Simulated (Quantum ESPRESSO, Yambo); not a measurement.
# Excitons of GaP (F-43m) on ever denser meshes, part 2 of 4

Wanted: excitons and ε₂ of GaP (F-43m), with cost.

Quantum ESPRESSO 7.5 and Yambo 5.3.0; PBE and many-body steps on it, plane waves. Known limits of the many-body steps: not at the basis limit; no spin-orbit coupling; coarse k mesh; bindings not settled in the k mesh.

So far. Step 4 (Screening and self-energy, 4×4×4 mesh, 104 bands …): The gap on the mesh goes from 1.65 eV to 2.25 eV, a correction of +0.60 eV. Step 5 (Empty states on the mesh, 4×4×4 mesh, 22 bands): On this mesh the gap is 1.653 eV.

### Step 7. Excitons

Optical absorption needs the electron-hole interaction, solved here in a basis of vertical transitions on the mesh.

This step: Bethe-Salpeter equation on PBE with a scissors shift, plane waves, norm-conserving pseudopotentials.

bse3.in

```
optics
bss
bse
em1s
dipoles
rim_cut
RandQpts= 1000000
RandGvec= 1 RL
Chimod= "HARTREE"
BSKmod= "SEX"
BSEmod= "resonant"
BSSmod= "d"
BSENGexx= 20 Ry
BSENGBlk= 4 Ry
% BSEQptR
 1 | 1 |
%
% BSEBands
 11 | 17 |
%
% BEnRange
 0 | 5 | eV
%
% BDmRange
 0.1 | 0.1 | eV
%
BEnSteps= 101
% BLongDir
 1 | 0 | 0 |
%
% BndsRnXs
 5 | 22 |
%
NGsBlkXs= 4 Ry
% LongDrXs
 1 | 1 | 1 |
%
% KfnQP_E
 0.883 | 1.0 | 1.0 |
%
WRbsWF
FFTGvecs= 47 Ry
```

Run with:

```bash
$ OMP_NUM_THREADS=1 mpirun -n 8 yambo -F bse3.in -J bse3 -C bse3 > bse3.log
```

The log of the run:

```text
 Yambo, version 5.3.0

 [02] CORE Variables Setup
 =========================

  [... cell, symmetries and grids as in the set-up ...]

  [02.05] Energies & Occupations
  ==============================

  [X] === General ===
  [X] Electronic Temperature                        :  0.000000  0.000000 [eV K]
  [X] Bosonic    Temperature                        :  0.000000  0.000000 [eV K]
  [X] Finite Temperature mode                       : no
  [X] El. density                                   :  0.64228E+24 [cm-3]
  [X] Fermi Level                                   :  8.204634 [eV]

  [X] === Gaps and Widths ===
  [X] Conduction Band Min                           :  1.653056 [eV]
  [X] Valence Band Max                              :  0.000000 [eV]
  [X] Filled Bands                                  :  13
  [X] Empty Bands                                   :  14  22
  [X] Direct Gap                                    :  1.817540 [eV]
  [X] Direct Gap localized at k                     :  1
  [X] Indirect Gap                                  :  1.653056 [eV]
  [X] Indirect Gap between kpts                     :   1   7
  [X] Last valence band width                       :  3.419266 [eV]
  [X] 1st conduction band width                     :  3.048653 [eV]

 [03] Transferred momenta grid and indexing
 ==========================================

 [BZ sampling] Q-grid is User defined and/or read from the database

 IBZ Q-points                                      :   8
 BZ  Q-points                                      :   64

 K/Q-points units:
 rlu = crystal or reduced units; cc = cartesian coordinates; iku = interal k-units

 Q [1]          [rlu]:  0.000000  0.000000  0.000000
 Q [2]          [rlu]: -0.25926E-17 -0.25926E-17  0.25000
 Q [3]          [rlu]:  0.51853E-17  0.51853E-17 -0.50000
 Q [4]          [rlu]: -0.17252E-17  0.25000      0.25000
 Q [5]          [rlu]:  0.64517E-16  0.25000      0.50000
 Q [6]          [rlu]:  0.51853E-17  0.25000     -0.25000
 Q [7]          [rlu]:  0.34504E-17 -0.50000     -0.50000
 Q [8]          [rlu]:  0.250000 -0.500000 -0.250000

  [03.01] X + BSE indexes
  =======================

   [03.01.01] Sigma indexes
   ========================

 [04] Coloumb potential Random Integration (RIM)
 ===============================================

  [04.01] RIM initialization
  ==========================

  * Diagonal components only detected *

  8 x (sBL volume)        :  0.113502 [a.u.]
  sBZ random points       :  1000000
  Points outside the sBZ  :   7999624
  RL volume               :  0.908017 [a.u.]
  Integrated volume       :  0.908060 [a.u.]

  [04.02] RIM integrals
  =====================

  Gamma point sphere radius             :  0.087825 [a.u.]
  Points outside the sphere             :   799635
  [Int_sBZ(q=0) 1/q^2]*(Vol_sBZ)^(-1/3) =:  7.763403
                                 should be <:  7.795600

  Summary of Coulomb integrals for non-metallic bands |Q|[au] RIM/Bare

  Q [1] 0.100000E-4 0.995870 * Q [2] 0.264147 1.064892
  Q [4] 0.305010 1.063726 * Q [6] 0.431350 1.026105
  Q [5] 0.505803 1.019213 * Q [3] 0.528294 1.016443
  Q [7] 0.610021 1.012926 * Q [8] 0.682024 1.009910

 [05] External/Internal QP corrections
 =====================================

 [QP_apply] Action to be applied: USER defined scissor

  [05.01]  QP corrections report
  ==============================

  [K+QP] === General ===
  [K+QP] Electronic Temperature                     :  0.000000  0.000000 [eV K]
  [K+QP] Bosonic    Temperature                     :  0.000000  0.000000 [eV K]
  [K+QP] Finite Temperature mode                    : no
  [K+QP] El. density                                :  0.64228E+24 [cm-3]
  [K+QP] Fermi Level                                :  0.000000 [eV]

  [K+QP] === Gaps and Widths ===
  [K+QP] Conduction Band Min                        :  2.536056 [eV]
  [K+QP] Valence Band Max                           :  0.000000 [eV]
  [K+QP] Filled Bands                               :  13
[...]
[K+QP] Indirect Gap between kpts                  :   1   7
  [K+QP] Last valence band width                    :  3.419266 [eV]
  [K+QP] 1st conduction band width                  :  3.048653 [eV]

  [coarse-grid] Minimum Bare Gap        [ev]:  1.653056
  [coarse-grid] Minimum Gap Correction  [ev]:  0.883000

  Eqp @ K [1]
  -143.3917  -94.1165  -94.1165  -94.1165  -14.5396  -14.5396  -14.5396  -14.4426
   -14.4426     -12.4929    -0.164716E-5 -0.161658E-5   0.00000      2.70054      4.76963      4.76963
    4.76963   9.69741  10.61057  10.61058  13.33307  13.33309
  Eqp @ K [2]
  -143.3917  -94.1164  -94.1164  -94.1164  -14.5838  -14.5249  -14.5249  -14.4408
  -14.44077 -11.71681  -3.87592  -0.66219  -0.66219   3.03640   5.62422   5.62422
    7.22723   9.82792   9.82792  10.81319  13.97585  17.07229
  Eqp @ K [3]
  -143.3917  -94.1165  -94.1165  -94.1165  -14.6220  -14.5151  -14.5151  -14.4345
  -14.43453 -10.42675  -6.63260  -1.11775  -1.11775   2.55278   5.59871   5.59871
    9.16696  11.76683  12.49830  12.49830  14.46502  14.46507
  Eqp @ K [4]
[...]
7.62584   8.67173  11.55169  13.58976  15.49626  15.49627
  Eqp @ K [5]
[...]
-14.42942 -10.10497  -6.12895  -3.23293  -2.03112   3.34409   5.80883   7.46828
    7.94090  11.71714  12.59043  14.03357  14.59425  15.16663
  [... 2 further k-points ...]
  Eqp @ K [8]
  -143.3917  -94.1165  -94.1165  -94.1165  -14.6386  -14.5010  -14.4804  -14.4569
  -14.43352  -9.43563  -6.54789  -3.57399  -3.41927   5.58471   5.74537   6.98383
    7.03244  12.46884  12.69813  14.54449  14.72596  17.49789

 [06] Dipoles
 ============

  [06.01] Setup: observables and procedures
  =========================================

  [WARNING] [r,Vnl^pseudo] included in position and velocity dipoles.

  [WARNING] In case H contains other non local terms, these are neglected

 [07] Static Dielectric Matrix
 =============================

 [SLK-Inversion]  Pools        :  2
 [SLK-Inversion]  BLACS grid   :  2  2

 [WR./bse3//ndb.em1s]------------------------------------------------------------
  Brillouin Zone Q/K grids (IBZ/BZ)                :    8   64    8   64
  RL vectors                                       :  1471 [WF]
  Coulomb cutoff potential                         : none
  Electronic Temperature                           :  0.000000 [K]
  Bosonic    Temperature                           :  0.000000 [K]
  Static diel. fun.  energies                      : Perdew, Burke & Ernzerhof(X)+Perdew, Burke & Ernzerhof(C)
  wavefunctions                                    : Perdew, Burke & Ernzerhof(X)+Perdew, Burke & Ernzerhof(C)
  Global Gauge                                     : length
  X matrix size                                    :   51
  X band range                                     :   5  22
  X e/h energy range                               : -1.000000 -1.000000 [eV]
  X Time ordering                                  : T
  X Hxc Kernel                                     : HARTREE
  X Drude frequency                                :  0.000000  0.000000
  X poles                                          :  100.0000 [o/o]
  RL vectors in the sum                            :  1471
  [r,Vnl] included                                 : yes
  Field direction                                  :  0.577350E-5  0.577350E-5  0.577350E-5
  BZ energy Double Grid                            : no
  BZ energy DbGd points                            : 0
  BZ Q point size factor                           : -1.000000
  X Optical Averaged directions                    : none

 [08] Bethe Salpeter Equation driver
 ===================================

  [08.01] Bethe Salpeter Equation @q1
  ===================================

   [08.01.01] Transition pre-analysis @q1
   ======================================

   [08.01.02] Transition Groups build-up @q1
   =========================================

   [BSK] Transition groups (total):   32
   [BSK] Size (resonant):   768
   [BSK]         (total):   768
   [BSK] N. of matrices :  1

   [08.01.03] Loading Dipoles @q1
   ==============================

   [08.01.04] Independent Particles properties @q1
   ===============================================

   ==========================================================

   [BSE] Exchange components :   459
   [BSE] Correlation components :   51  229

    [08.01.05.01] Screened interaction header I/O
    =============================================

    [08.01.05.02] Main kernel loop
    ==============================

    [08.01.05.03] Wave-Function Phases
    ==================================

    [BSE] WF phases found       :  43.08036 [o/o]

   [08.01.06] BSE solver(s) @q1
   ============================

   [SLK-Digonalization]  Pools        :  2
   [SLK-Digonalization]  BLACS grid   :  2  2

   [08.01.07] Diago Solver @q1
   ===========================

 [11] Game Over & Game summary
```

Run time: 6.5 s. Hardware: 8 MPI ranks of AMD EPYC 7R43, shared host; peak memory 2.3 GiB.

This step gave:

- transitions in the window: 768
- direct gap of the transition levels: 2.701 eV
- lowest state: 2.560 eV
- first strong exciton (over a fiftieth of the strongest listed): 2.560 eV
- binding of the lowest state below the direct gap: 0.1403 eV
- Coulomb term of one mesh cell: 0.1673 eV

The binding is 0.84 times the screened Coulomb term of one mesh cell (0.17 eV), so it is not shown settled.

The lowest state lies at 2.560 eV, 0.140 eV under the direct gap.

Lines within 3 meV are set at the lowest of them, and the highest group, which the list may cut short, is left out. Lines of the exciton spectrum (strongest = 100):

```csv
position (eV),lines merged,"strength, relative"
2.560,3,34
3.410,3,100
3.465,3,0.0
3.492,2,0.0
3.579,3,0.0
3.583,5,0.0
3.604,3,1.1
```

Field along x; broadening 0.1 eV; transition window only. Limits: finite bands, cutoff and mesh; no spin-orbit coupling; coarse k mesh; exciton not shown settled in the k mesh. The ε₂ by photon energy; read off at these points:

```csv
photon energy (eV),BSE,no electron-hole interaction
0.00,0.229,0.171
0.15,0.251,0.185
0.25,0.268,0.196
0.40,0.296,0.213
0.55,0.329,0.234
0.70,0.369,0.257
0.80,0.400,0.275
0.95,0.456,0.307
1.10,0.525,0.345
1.20,0.582,0.375
1.35,0.688,0.429
1.50,0.832,0.499
1.60,0.958,0.557
1.75,1.22,0.672
1.90,1.64,0.838
2.05,2.40,1.10
2.15,3.33,1.38
2.30,6.65,2.14
2.45,20.7,4.21
2.55,43.8,8.45
2.70,17.0,25.6
2.85,8.69,9.22
2.95,8.62,5.48
3.10,13.6,4.59
3.25,36.4,6.11
3.40,125,11.6
3.50,71.2,22.8
3.65,20.9,86.1
3.80,9.42,45.7
3.90,6.79,19.4
4.05,5.31,8.57
4.20,5.60,5.71
4.30,7.09,5.28
4.45,15.6,6.40
4.60,43.4,12.9
4.75,22.0,35.8
4.85,26.7,22.4
5.00,68.9,15.6
```

### Step 8. Triplet (no exchange term)

bse4.in, as its differences from bse3.in of step 7:

```diff
@@ -12,3 +12,3 @@
 BSSmod= "d"
-BSENGexx= 20 Ry
+BSENGexx= 1 RL
 BSENGBlk= 4 Ry
```

Run with:

```bash
$ OMP_NUM_THREADS=1 mpirun -n 8 yambo -F bse4.in -J bse4,bse3_W -C bse4 > bse4.log
```

The log of the run:

```text
 Yambo, version 5.3.0

 [02] CORE Variables Setup
 =========================

  [... cell, symmetries and grids as in the set-up ...]

  [02.05] Energies & Occupations
  ==============================

  [X] === General ===
  [X] Electronic Temperature                        :  0.000000  0.000000 [eV K]
  [X] Bosonic    Temperature                        :  0.000000  0.000000 [eV K]
  [X] Finite Temperature mode                       : no
  [X] El. density                                   :  0.64228E+24 [cm-3]
  [X] Fermi Level                                   :  8.204634 [eV]

  [X] === Gaps and Widths ===
  [X] Conduction Band Min                           :  1.653056 [eV]
  [X] Valence Band Max                              :  0.000000 [eV]
  [X] Filled Bands                                  :  13
  [X] Empty Bands                                   :  14  22
  [X] Direct Gap                                    :  1.817540 [eV]
  [X] Direct Gap localized at k                     :  1
  [X] Indirect Gap                                  :  1.653056 [eV]
  [X] Indirect Gap between kpts                     :   1   7
  [X] Last valence band width                       :  3.419266 [eV]
  [X] 1st conduction band width                     :  3.048653 [eV]

 [03] Transferred momenta grid and indexing
 ==========================================

 IBZ Q-points                                      :   8
 BZ  Q-points                                      :   64

 K/Q-points units:
 rlu = crystal or reduced units; cc = cartesian coordinates; iku = interal k-units

 Q [1]          [rlu]:  0.000000  0.000000  0.000000
 Q [2]          [rlu]: -0.25926E-17 -0.25926E-17  0.25000
 Q [3]          [rlu]:  0.51853E-17  0.51853E-17 -0.50000
[...]
[K+QP] Indirect Gap                               :  2.536056 [eV]
  [K+QP] Indirect Gap between kpts                  :   1   7
  [K+QP] Last valence band width                    :  3.419266 [eV]
  [K+QP] 1st conduction band width                  :  3.048653 [eV]

  [coarse-grid] Minimum Bare Gap        [ev]:  1.653056
  [coarse-grid] Minimum Gap Correction  [ev]:  0.883000

  Eqp @ K [1]
  -143.3917  -94.1165  -94.1165  -94.1165  -14.5396  -14.5396  -14.5396  -14.4426
   -14.4426     -12.4929    -0.164716E-5 -0.161658E-5   0.00000      2.70054      4.76963      4.76963
    4.76963   9.69741  10.61057  10.61058  13.33307  13.33309
  Eqp @ K [2]
  -143.3917  -94.1164  -94.1164  -94.1164  -14.5838  -14.5249  -14.5249  -14.4408
[...]
7.22723   9.82792   9.82792  10.81319  13.97585  17.07229
  Eqp @ K [3]
[...]
9.16696  11.76683  12.49830  12.49830  14.46502  14.46507
  Eqp @ K [4]
[...]
7.62584   8.67173  11.55169  13.58976  15.49626  15.49627
  Eqp @ K [5]
[...]
7.94090  11.71714  12.59043  14.03357  14.59425  15.16663
  [... 2 further k-points ...]
  Eqp @ K [8]
  -143.3917  -94.1165  -94.1165  -94.1165  -14.6386  -14.5010  -14.4804  -14.4569
  -14.43352  -9.43563  -6.54789  -3.57399  -3.41927   5.58471   5.74537   6.98383
    7.03244  12.46884  12.69813  14.54449  14.72596  17.49789

 [06] Dipoles
 ============

  [06.01] Setup: observables and procedures
  =========================================

  [WARNING] [r,Vnl^pseudo] included in position and velocity dipoles.

  [WARNING] In case H contains other non local terms, these are neglected

 [07] Static Dielectric Matrix
 =============================

    [08.01.05.02] Main kernel loop
    ==============================

    [08.01.05.03] Wave-Function Phases
    ==================================

    [BSE] WF phases found       :  43.08036 [o/o]

   [08.01.06] BSE solver(s) @q1
   ============================

   [SLK-Digonalization]  Pools        :  2
   [SLK-Digonalization]  BLACS grid   :  2  2

   [08.01.07] Diago Solver @q1
   ===========================

 [11] Game Over & Game summary
```

The job ended after 3.8 s (8 MPI ranks; peak memory 2.1 GiB; 28 s of CPU time).

The lowest triplet lies at 2.525 eV; without spin-orbit coupling triplets are dark, so no spectrum is read.

### Step 9. Empty states on the mesh, 6×6×6 mesh, 22 bands

This step: Quantum ESPRESSO 7.5; DFT, PBE, plane waves, norm-conserving pseudopotentials.

pw.in

```
&control
  calculation = 'nscf'
  prefix = 'x'
  outdir = 'o'
  pseudo_dir = 'pseudo'
/
&system
  ibrav = 0
  nat = 2
  ntyp = 2
  ecutwfc = 104.0
  nbnd = 22
  force_symmorphic = .true.
/
&electrons
  conv_thr = 1e-9
  electron_maxstep = 80
  diago_full_acc = .true.
  diago_thr_init = 5e-6
/
ATOMIC_SPECIES
  Ga 69.723 Ga.upf
  P 30.974 P.upf
CELL_PARAMETERS angstrom
  0.0000000000 2.7252500000 2.7252500000
  2.7252500000 0.0000000000 2.7252500000
  2.7252500000 2.7252500000 0.0000000000
ATOMIC_POSITIONS crystal
  Ga 0.0000000000 0.0000000000 0.0000000000
  P 0.2500000000 0.2500000000 0.2500000000
K_POINTS automatic
  6 6 6 0 0 0
```

Run with:

```bash
$ OMP_NUM_THREADS=1 mpirun -n 8 pw.x -nk 4 -in pw.in > pw.out
```

The log of the run:

```text
[banner, memory and clock lines left out]
Program PWSCF v.7.5 starts

     Atomic positions and unit cell read from directory:
     o/x.save/

     Message from routine setup:
     using ibrav=0 with symmetry is DISCOURAGED, use correct ibrav instead

     bravais-lattice index     =            0
     lattice parameter (alat)  =       7.2832  a.u.
     unit-cell volume          =     273.1780 (a.u.)^3
     number of atoms/cell      =            2
     number of atomic types    =            2
     number of electrons       =        26.00
[...]
-135.1871 -85.9119 -85.9119 -85.9118  -6.3582  -6.3273  -6.3273  -6.2375
    -6.2375  -3.9320   5.8169   7.8340   7.8340  10.6145  12.6393  12.6393
    13.2293  17.1338  17.1338  18.2674  20.0036  22.7222

          k = 0.2357 0.2357-0.2357 (  4879 PWs)   bands (ev):

  -135.1871 -85.9118 -85.9118 -85.9118  -6.3986  -6.3147  -6.3147  -6.2337
    -6.2337  -2.9849   2.9975   7.2984   7.2984  10.1008  13.0159  13.0159
    15.7999  17.8105  17.8105  17.9059  23.0037  24.6660

          k =-0.3536-0.3536 0.3536 (  4910 PWs)   bands (ev):

     [... further k-points ...]

     highest occupied, lowest unoccupied level (ev):     8.2046    9.8577

     XML data file, pseudopotentials, collected wavefunctions
```

Run time: 2.4 s. Hardware: 8 MPI ranks; peak memory 0.46 GiB.

This step gave:

```
gap                                                           : 1.653 eV
k of the valence top                                          : 0, 0, 0
k of the conduction bottom                                    : 0, -0.5, -0.5
least direct gap                                              : 1.818 eV
k points computed                                             : 16
lowest point of the top converged band, above the valence top : 12.45 eV
```

On this mesh the gap is 1.653 eV.

### Step 10. Conversion and set-up

This step: Yambo 5.3.0; conversion and set-up on PBE, plane waves, norm-conserving pseudopotentials.

Run with:

```bash
$ (cd o/x.save; p2y > p2y.log; mv SAVE ../..); yambo > setup.log
```

The log of the run:

```text
 Yambo, version 5.3.0

 [02] CORE Variables Setup
 =========================

  [02.01] Unit cells
  ==================

  Cell kind             :  FCC
  Atoms in the cell     :  Ga  P
  number of Ga atoms    :  1
  number of P  atoms    :  1

  List of atomic masses
  Mass of Ga    :  69.72300
  Mass of P     :  30.97400

  List of atomic coordinates    : [cc]
  Ga1       :  0.000000  0.000000  0.000000  order 1
  P1       :  2.574988  2.574988  2.574988  order 2

  Alat factors          :  5.149976  5.149976  5.149976 [a.u.]
  Direct lattice volume :  273.1780 [a.u.]
[...]
Q [ 1]         [rlu]:  0.000000  0.000000  0.000000
 Q [ 2]         [rlu]:  0.25176E-17  0.25176E-17  0.16667
 Q [ 3]         [rlu]:  0.50351E-17  0.50351E-17  0.33333
[...]
Q [ 8]         [rlu]:  0.51853E-17  0.16667     -0.33333
 Q [ 9]         [rlu]: -0.32791E-16  0.16667     -0.16667
 Q [10]         [rlu]:  0.20449E-16  0.33333      0.33333
     [... 4 further rows ...]
 Q [15]         [rlu]:  0.166667  0.333333 -0.333333
 Q [16]         [rlu]:  0.166667 -0.500000 -0.333333

  [03.01] X indexes
  =================

   [03.01.01] Sigma indexes
   ========================

 [06] Game Over & Game summary
```

Run time: 4 s. Hardware: 1 MPI rank; peak memory 0.25 GiB.

[end of part 2 of 4]

[Paths, hosts, dates, memory and timing lines, banners, echoed tables and standing remarks are left out of the program output.]

[Logs are printed without paths, hosts, clocks, repeated set-up lines and the standing remarks that a program may print on its own settings, such as how far it seeks lower states.]

[Runs of the session that timed out or met a known fault of the program may be left out.]

[Hosts, paths, dates, database ids (printed as entryN), source tags and the programs' standing remarks are cut or masked in the printed files.]
